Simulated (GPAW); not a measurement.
**SnTe: changing the volume of the cell**

The structure is cubic, space group Fm-3m (No. 225). Conventional cell: a = 6.302 Å, b = 6.302 Å, c = 6.302 Å, α = 90.00°, β = 90.00°, γ = 90.00°. Te (site symmetry m-3m) is surrounded by 6 Sn at 3.15 Å. Sn (site symmetry m-3m) is surrounded by 6 Te at 3.15 Å.

Kept alike: task dielectric tensor; functional PBE; k mesh 6 × 6 × 6; occupations fermi-dirac, width 0.001 eV; no spin polarisation. Program: GPAW, GPAW PAW data sets (gpaw-data 1.2.1), cutoff 450 eV. The mesh is that of the run's cell of 2 atoms. No spin-orbit coupling.

| volume of cell, f (times the cell shown) | band gap (eV) | free energy over the lowest row (meV/atom) |
| --- | --- | --- |
| 0.94 | 0.287 | 50.49 |
| 0.96 | 0.233 | 31.89 |
| 0.98 | 0.168 | 17.38 |
| 1 | 0.105 | 7.73 |
| 1.02 | 0.05 or less | 2.03 |
| 1.04 | 0.05 or less | 0.00 |
| 1.06 | 0.062 | 0.02 |

The cell shown is the unstrained one; x, y and z are its Cartesian axes; atoms keep their fractions. Spin-orbit coupling, left out here, moves the band edges of heavy atoms and can close or invert small gaps. A gap read on the mesh alone can miss an edge between its points.

What does the volume of the cell change here?

The band gap runs from 0.05 or less (1.02; 1.04) to 0.287 eV (0.94). The free energy is lowest at 1.04; 1.06, and 50.49 meV an atom higher at 0.94.

Compression widens the gap and expansion first shrinks it, but the row at 1.06 breaks the trend, with a small gap of 0.062 eV returning. In a normally ordered IV-VI rock salt, compression should instead narrow the gap at L, because it strengthens the antibonding mixing of cation s with Te p states that pushes up the valence edge. The opposite response here suggests that the band edges are already inverted in the unstrained cell, as is known for SnTe, and that expansion takes them through a crossing towards normal order. The gap sizes alone do not prove this; the parities of the edge states at L would.

The energy is almost flat between 1.04 and 1.06, so the preferred volume lies above that of the cell shown, in line with PBE's usual underbinding. Relaxing the volume would therefore place SnTe close to the apparent crossing, where even the band order could depend on the lattice constant chosen.
